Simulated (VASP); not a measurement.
A run of VASP 6.6.1 is set up as follows.

File POSCAR:

```
TaN
1.0
    2.9380011100      0.0000000000      0.0000000000
   -2.9380011000      5.0887672000      0.0000000000
    0.0000000000      0.0000000000      2.8830022100
Ta N
2 2
Direct
    0.3333333333      0.3333333334      0.5000000000
    0.3333333333      0.8333333333      0.5000000000
    0.0000000000      0.0000000000      0.0000000000
    0.0000000000      0.5000000000      0.0000000000
```

The input INCAR.step1:

```
SYSTEM = TaN
PREC = Accurate
ENCUT = 450
EDIFF = 1E-5
ISMEAR = 0
SIGMA = 0.05
LREAL = .False.
LASPH = .True.
NELM = 80
ALGO = Normal
ISIF = 2
LWAVE = .True.
LCHARG = .False.
ISPIN = 2
MAGMOM = 0.5 0.5 0 0
LORBIT = 11
LMAXMIX = 4
GGA = PE
```

Contents of INCAR.step2:

```
SYSTEM = TaN
PREC = Accurate
ENCUT = 450
EDIFF = 1E-7
ISMEAR = 0
SIGMA = 0.05
LREAL = .False.
LASPH = .True.
NELM = 80
ALGO = Normal
ISIF = 2
LWAVE = .False.
LCHARG = .False.
ISPIN = 2
MAGMOM = 0.5 0.5 0 0
LORBIT = 11
LMAXMIX = 4
GGA = PE
LHFCALC = .True.
HFSCREEN = 0.2
PRECFOCK = Fast
ISTART = 1
```

File KPOINTS:

```
regular mesh
0
Gamma
  5 3 5
  0 0 0
```

Potentials or basis: VASP PAW PBE potentials, release 64 (Ta_pv, N).

The run is started by

```bash
$ cat potpaw_PBE.64/Ta_pv/POTCAR potpaw_PBE.64/N/POTCAR > POTCAR
$ cp INCAR.step1 INCAR
$ mpirun -np 1 vasp_std > vasp.out
$ cp INCAR.step2 INCAR
$ mpirun -np 1 vasp_std > vasp.out
```

Task: Predict the band gap on the k mesh.

Result: 0.13 eV.

Task: Predict the largest force.

Result: 0.021 eV/Å.

Task: Estimate the net moment.

Result: 0.00 μB per cell.

Forces in eV/Å, atoms in the order of the input:
```
Ta   0.000 -0.021  0.000
Ta   0.000 -0.021  0.000
N    0.000  0.021  0.000
N    0.000  0.021  0.000
```

Caveat: the k mesh is coarse (spacing up to 0.49 Å⁻¹), so the values aren't converged, least of all with exact exchange; the PAW data sets were made with another functional, which shifts forces and pressure a little; spin-orbit coupling is left out, which moves the levels of the heavy elements; an odd mesh through Γ misses points on the zone boundary, where band edges often lie.
